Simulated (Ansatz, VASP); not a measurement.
**One calculation of HgTe (Coloradoite), two programs**

Contents of INCAR:

```
SYSTEM = HgTe
PREC = Accurate
ENCUT = 520
EDIFF = 1E-6
ISMEAR = 0
SIGMA = 0.05
LREAL = .FALSE.
LASPH = .TRUE.
NELM = 100
ALGO = Normal
ISIF = 2
LWAVE = .FALSE.
LCHARG = .TRUE.
GGA = PE
IVDW = 12
LELF = .TRUE.
LVHAR = .TRUE.
NBANDS = 16
```

KPOINTS

```
Automatic mesh
0
G
  10 10 10
  0 0 0
```

The input POSCAR:

```
HgTe
1.0
    0.0000000000      3.3153394473      3.3153394473
    3.3153394473      0.0000000000      3.3153394473
    3.3153394473      3.3153394473      0.0000000000
Hg Te
1 1
Direct
    0.0000000000      0.0000000000      0.0000000000
    0.2500000000      0.2500000000      0.2500000000
```

Input for Ansatz:

```yaml
crystal:
  lattice:
    - [0.0, 3.3153394473, 3.3153394473]
    - [3.3153394473, 0.0, 3.3153394473]
    - [3.3153394473, 3.3153394473, 0.0]
  atoms:
    - { symbol: Hg, position: [0.0, 0.0, 0.0] }
    - { symbol: Te, position: [0.25, 0.25, 0.25] }
basis:
  ecutwfc: 420
  ecutrho_ratio: 4
kpoints:
  mp_grid: { grid: [10, 10, 10] }
hamiltonian:
  xc: pbe
  dispersion: d3bj
scf:
  occupations: { method: gaussian, width: 0.05 }
output:
  forces: true
  stress: true
  eigenvalues: true
```

Alike in both runs: task single point; functional PBE; dispersion D3(BJ); k mesh 10 × 10 × 10; occupations gaussian, width 0.05 eV; no spin polarisation.

|  | VASP | Ansatz |
| --- | --- | --- |
| version | VASP 6.6.1 | Ansatz 0.2.0 |
| potentials or method | VASP PAW PBE potentials, release 64 (Hg, Te) | scalar-relativistic, plane waves, PAW |
| plane-wave cutoff (eV) | 520 | 420 |
| valence electrons in the cell | 18 | 36 |

```tsv
	VASP	Ansatz	Ansatz less VASP
gap on the k mesh at the Fermi level (eV)	none	none	-
pressure (GPa)	-1.3	-1.4	-0.05
```

A gap of «none» marks a metal or a gap that the smearing closes. The two sets of potentials don't hold the same shells in valence.

Caveats: pairwise dispersion overbinds metals, which lowers pressure and volume. The runs have no spin-orbit coupling, so splittings on Hg, Te are missing.
